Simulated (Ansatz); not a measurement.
Runs of Ansatz 0.2.0 on MgSe. It takes space group Fm-3m (No. 225, cubic). Conventional cell: a = 5.451 Å, b = 5.451 Å, c = 5.451 Å, α = 90.00°, β = 90.00°, γ = 90.00°. Se (site symmetry m-3m) has 6 Mg at 2.73 Å as nearest neighbours. Mg (site symmetry m-3m) has 6 Se at 2.73 Å as nearest neighbours. 

| potentials or basis | cutoff (eV) | gap on the mesh (eV) | pressure (GPa) |
| --- | --- | --- | --- |
| PseudoDojo standard (PBE files) | 1170 | 1.82 | 2.1 |
| SPMS NC | 816 | (a) | 2.0 |
| Ansatz PAW | 420 | 1.82 | 2.0 |
| JTH PAW | 900 | 1.80 | 2.1 |
| Ansatz PAW earlier set | 620 | 1.82 | 2.0 |
| Ansatz NC | 1170 | 1.82 | 2.0 |
| PseudoDojo stringent (PBE files) | 1415 | 1.82 | 2.1 |
| Ansatz PAW earlier set | 760 | 1.82 | 2.0 |

Alike in all rows: task band structure; level PBE; no spin polarisation; cell as given; k mesh 8 × 8 × 8; smearing fermi-dirac 0.05 eV.

Problem. Estimate the missing entries.

Solution. (a) 1.81.

A k mesh can miss the band edges, and the runs leave out spin-orbit coupling on Se.

The runs don't all hold the same shells in valence.
